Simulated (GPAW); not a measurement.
# SiO2 (P6_422) in GPAW: reference runs

Aim: a first look at SiO2 with PBE, on the cell as given.

All numbers are computed with GPAW 26.7.0; they aren't measurements. Logs are shortened: lines on timing, memory, paths and dates and some standing lists are left out, and cuts for length are marked. The log counts tension as positive stress, the text compression.

### 1 Starting point

It takes space group P6_422 (No. 181, hexagonal). The conventional cell has a = 5.061 Å, b = 5.061 Å, c = 5.541 Å, α = 90.00°, β = 90.00°, γ = 120.00°. Around Si (site symmetry 222) lie 4 O at 1.61 Å. O (site symmetry 2) is surrounded by 2 Si at 1.61 Å.

The cell comes from a database or a generator and needn't be the stable form of this composition.

### 2 Single point, PBE

run.py

```python
from ase import Atoms
from ase.dft.bandgap import bandgap
from ase.io import write
from ase.units import Bohr, GPa
from gpaw import GPAW, PW
from gpaw.elf import elf_from_dft_calculation

atoms = Atoms(['Si', 'Si', 'Si', 'O', 'O', 'O', 'O', 'O', 'O'],
              cell=[[5.0605222284, 0.0, 0.0],
                    [-2.5302611142, 4.3825408062, 0.0],
                    [0.0, 0.0, 5.54135331]],
              scaled_positions=[[0.5, 0.0, 0.0],
                                [0.5, 0.5, 0.6666666667],
                                [0.0, 0.5, 0.3333333333],
                                [0.20860537, 0.79139463, 0.1666666667],
                                [0.20860537, 0.41721074, 0.5],
                                [0.41721074, 0.20860537, 0.8333333333],
                                [0.79139463, 0.20860537, 0.1666666667],
                                [0.79139463, 0.58278926, 0.5],
                                [0.58278926, 0.79139463, 0.8333333333]],
              pbc=True)

calc = GPAW(mode=PW(800),
            xc='PBE',
            kpts={'size': (6, 6, 5), 'gamma': True},
            occupations={'name': 'fermi-dirac', 'width': 0.05},
            nbands=43,
            convergence={'density': 1e-05, 'energy': 1e-05},
            maxiter=150,
            txt='gpaw.txt')
atoms.calc = calc
energy = atoms.get_potential_energy()
forces = atoms.get_forces()
stress = atoms.get_stress()
calc.write('gs.gpw')
write('result.traj', atoms)
print(f'Energy: {energy:.6f} eV')
print('Forces (eV/A):')
print(forces.round(4))
print('Stress (GPa):', (stress / GPa).round(3))
print('Fermi level:', round(calc.get_fermi_level(), 4), 'eV')
print(f'Gap: {bandgap(calc)[0]:.4f} eV, direct: {bandgap(calc, direct=True)[0]:.4f} eV')

# fields on the real-space grid
write('density.cube', atoms, data=calc.get_pseudo_density() * Bohr**3)
write('potential.cube', atoms, data=calc.get_electrostatic_potential())
write('elf.cube', atoms, data=elf_from_dft_calculation(calc).data)
```

Potentials or basis: GPAW PAW data sets (gpaw-data 1.2.1), pw.

Command:

```bash
$ OMP_NUM_THREADS=1 python run.py
```

gpaw.txt:

```text
__  _  _
 | _ |_)|_||  |
 |__||  | ||/\| - 26.7.0

Input parameters:
  mode=PW(ecut=800.0),
  convergence={'density': 1e-05, 'energy': 1e-05},
  kpts=MonkhorstPack(size=(6, 6, 5), gamma=True),
  maxiter=150,
  nbands=43,
  occupations=Occupations(name='fermi-dirac', width=0.05),
  xc=XC(name='PBE')

Diagonalizing LCAO Hamiltonian
Converting LCAO to pw mode

               O

               Oi
           O      O
         Si
          O
                   O

                Si

Atoms  # Å, Bohr magnetons
|   | symbol |         x |        y |        z |    initial magnetic moments |
|---|--------|-----------|----------|----------|-----------------------------|
| 0 |     Si |  2.530261 | 0.000000 | 0.000000 | ( 0.0000,  0.0000,  0.0000) |
| 1 |     Si |  1.265131 | 2.191270 | 3.694236 | ( 0.0000,  0.0000,  0.0000) |
| 2 |     Si | -1.265131 | 2.191270 | 1.847118 | ( 0.0000,  0.0000,  0.0000) |
| 3 |      O | -0.946783 | 3.468319 | 0.923559 | ( 0.0000,  0.0000,  0.0000) |
| 4 |      O |  0.000000 | 1.828443 | 2.770677 | ( 0.0000,  0.0000,  0.0000) |
| 5 |      O |  1.583478 | 0.914222 | 4.617794 | ( 0.0000,  0.0000,  0.0000) |
| 6 |      O |  3.477044 | 0.914222 | 0.923559 | ( 0.0000,  0.0000,  0.0000) |
| 7 |      O |  2.530261 | 2.554098 | 2.770677 | ( 0.0000,  0.0000,  0.0000) |
| 8 |      O |  0.946783 | 3.468319 | 4.617794 | ( 0.0000,  0.0000,  0.0000) |

Unit cell  # Å
| periodic |         x |        y |        z |  lengths |     angles |
|----------|-----------|----------|----------|----------|------------|
|      yes |  5.060522 | 0.000000 | 0.000000 | 5.060522 |  90.000000 |
|      yes | -2.530261 | 4.382541 | 0.000000 | 5.060522 |  90.000000 |
|      yes |  0.000000 | 0.000000 | 5.541353 | 5.541353 | 120.000000 |

Number of symmetries: 4
Symmetry operations  # r_c * U_cc + t_c -> r_c
|   | kind |            matrix            |
|---|------|------------------------------|
| 0 |  E   |  1, 0, 0,  0, 1, 0,  0, 0, 1 |
| 1 |  C2  |  1, 0, 0, -1,-1, 0,  0, 0,-1 |
| 2 |  C2  | -1, 0, 0,  1, 1, 0,  0, 0,-1 |
| 3 |  C2  | -1, 0, 0,  0,-1, 0,  0, 0, 1 |

BZ-sampling:
  Number of BZ points: 180
  Number of IBZ points: 39

  Monkhorst-Pack size: [6, 6, 5]
  Monkhorst-Pack shift: [0.08333333333333333, 0.08333333333333333, 0.0]

K-points  # in reciprocal-cell coordinates
|     |                                coordinates |     weight |
|-----|--------------------------------------------|------------|
|   0 | (  0.00000000,   0.00000000,   0.00000000) | 0.00555556 |
|   1 | (  0.00000000,   0.00000000,   0.20000000) | 0.01111111 |
|   2 | (  0.00000000,   0.00000000,   0.40000000) | 0.01111111 |
|   3 | (  0.00000000,   0.16666667,   0.00000000) | 0.01111111 |
|   4 | (  0.00000000,   0.16666667,   0.20000000) | 0.02222222 |
|   5 | (  0.00000000,   0.16666667,   0.40000000) | 0.02222222 |
|   6 | (  0.00000000,   0.33333333,   0.00000000) | 0.01111111 |
|   7 | (  0.00000000,   0.33333333,   0.20000000) | 0.02222222 |
|   8 | (  0.00000000,   0.33333333,   0.40000000) | 0.02222222 |
|   9 | (  0.00000000,   0.50000000,   0.00000000) | 0.00555556 |
| ... |                                            |            |
|  38 | (  0.50000000,   0.50000000,   0.40000000) | 0.02222222 |

Plane wave coefficients: 6367
Cutoff: 800.0 eV

Spin-components: 1 (collinear spins)
Bands:           43
Projectors:      45
Spin-degeneracy: 2
Datatype:        complex128

Parallelization:
  kpt:    1
  domain: 1
  band:   1

Density:
  Valence electrons: 48.0
  Components: 1
  Grid points: [35 35 40]
  Charge: 0.0  # |e|

Potential:
  Grid points: [35 35 40]

species:
  Si:
    name:    Silicon
    Z:       14.0
    valence: 4
    core:    10
    charge:  0.0  # [|e|]
    compensation charges:
      type: gauss
      rc: 0.33  # [Å]
      lmax: 2
    cutoffs:
      filter: 1.86  # [Å]
      core: 2.06  # [Å]
    projectors
    | kind |    occ | energy [eV] | rcut [Å] |
    |------|--------|-------------|----------|
    |   3s |  2.000 |     -10.812 |    1.058 |
    |   3p |  2.000 |      -4.081 |    1.058 |
    |    s |        |      16.399 |    1.058 |
    |    p |        |      23.130 |    1.058 |
    |    d |        |       0.000 |    1.058 |

    Using partial waves for Si as LCAO basis

  O:
    name:    Oxygen
    Z:       8.0
    valence: 6
    core:    2
    charge:  0.0  # [|e|]
    compensation charges:
      type: gauss
      rc: 0.21  # [Å]
      lmax: 2
    cutoffs:
      filter: 1.17  # [Å]
      core: 0.83  # [Å]
    projectors
    | kind |    occ | energy [eV] | rcut [Å] |
    |------|--------|-------------|----------|
    |   2s |  2.000 |     -23.961 |    0.688 |
    |   2p |  4.000 |      -9.029 |    0.598 |
    |    s |        |       3.251 |    0.688 |
    |    p |        |      18.182 |    0.598 |
    |    d |        |       0.000 |    0.619 |

    Using partial waves for O as LCAO basis

Reference energy: -35904.146557  # eV

eigensolver:
  PPCG
  Converge bands: occupied
  niter=2

density mixing:
  MSR1-Mixer
  Pratt-step length: 0.05
  Maximum mixing coefficient: 0.75
  Old densities: 10
  SVD Regularization: 0.005
  Good broyden scale: 1.0
  Trust region scale: 1.0
  Backstep threshold: 4.0
  History deletion threshold: 6.0
  Fourier metric: weight=20.0, sigma=0.015

occupation numbers:
  Fermi-Dirac:
    width: 0.0500  # eV

poisson solver:
  ecut: 6400.0  # eV

xc functional:
  name: PBE with 2 nearest neighbor stencil

convergence criteria:
[... 6 lines left out ...]
|iter     | |      energy | eigst |  dens |
|---------|-|-------------|-------|-------|
|iter:   1| |  -79.902753 | +0.62 |       |
|iter:   2| |  -78.007481 | -1.38 | -0.68 |
|iter:   3| |  -71.367135 | -0.64 | -0.73 |
|iter:   4| |  -71.486121 | -2.72 | -1.37 |
|iter:   5| |  -71.536018 | -3.34 | -1.67 |
|iter:   6| |  -71.536351 | -4.95 | -2.81 |
|iter:   7| |  -71.536384c| -6.02 | -3.30 |
|iter:   8| |  -71.536382c| -6.62 | -3.78 |
|iter:   9| |  -71.536382c| -7.96c| -4.26 |
|iter:  10| |  -71.536382c| -8.46c| -5.05c|

Converged in 10 steps
Energy contributions relative to reference atoms: (reference = -35904.146557)

Energy contributions:
  Kinetic:          91.866157
  Coulomb:         -84.983090
  Zero:              1.244431
  External:          0.000000
  Xc:              -79.663880
  Entropy:          -0.000000
  Spinorbit:         0.000000
  ----------------------------
  Free energy:     -71.536382
  Extrapolated:    -71.536382

dipole moment: (-5.387160, -9.330978, -11.798235)  # |e|*Ang

Fermi level: 1.910
Eigenvalues  # (at kpt = [0.000, 0.000, 0.000])
| band index |      eig [eV] | occ [0-2] |
|------------|---------------|-----------|
|          0 |       -18.607 |     2.000 |
|        ... |               |           |
|         16 |        -0.932 |     2.000 |
|         17 |        -0.924 |     2.000 |
|         18 |        -0.924 |     2.000 |
|         19 |        -0.195 |     2.000 |
|         20 |        -0.195 |     2.000 |
|         21 |         0.339 |     2.000 |
[... 8 lines left out ...]
|         30 |        11.920 |     0.000 |
|         31 |        12.965 |     0.000 |
|        ... |               |           |
|         42 |        16.550 |     0.000 |

Gap: 5.748 eV
Transition (v -> c):
  (s=0, k=2, n=23, [0.00, 0.00, 0.40]) -> (s=0, k=0, n=24, [0.00, 0.00, 0.00])
Direct/indirect transitions are different
Direct gap: 5.945 eV
Transition at: (s=0, k=0, n=23, [0.00, 0.00, 0.00])

Forces  # eV/Ang
|        x |        y |        z |
|----------|----------|----------|
|  0.00000 |  0.00000 |  0.00000 |  # Si   0
|  0.00000 |  0.00000 | -0.00033 |  # Si   1
|  0.00000 |  0.00000 |  0.00033 |  # Si   2
| -0.37642 |  0.21665 |  0.00037 |  # O    3
| -0.00000 | -0.43486 |  0.00000 |  # O    4
| -0.37642 | -0.21665 | -0.00037 |  # O    5
|  0.37642 | -0.21665 |  0.00037 |  # O    6
|  0.00000 |  0.43486 | -0.00000 |  # O    7
|  0.37642 |  0.21665 | -0.00037 |  # O    8

Stress tensor  # eV/Ang^3
|         x |         y |         z |
|-----------|-----------|-----------|
| -0.052390 | -0.000000 |  0.000000 |
| -0.000000 | -0.052390 |  0.000000 |
|  0.000000 |  0.000000 | -0.051547 |

# Writing to gs.gpw (mode='')
```

Wall time 3.6 min (1 thread of Arm Neoverse V2, shared host); peak memory 0.45 GiB.

What came out:

```
Free energy            : -71.5364 eV
Pressure               : 8.3 GPa
Largest force          : 0.435 eV/Å
Band gap on the k mesh : 5.75 eV, indirect (least direct gap 5.95 eV)
```

Forces on the atoms (eV/Å):
```
Si   0.000  0.000  0.000
Si   0.000  0.000  0.000
Si   0.000  0.000  0.000
O   -0.376  0.217  0.000
O    0.000 -0.435  0.000
O   -0.376 -0.217  0.000
O    0.376 -0.217  0.000
O    0.000  0.435  0.000
O    0.376  0.217  0.000
```

Caveat: an odd mesh through Γ misses points on the zone boundary, where band edges often lie.
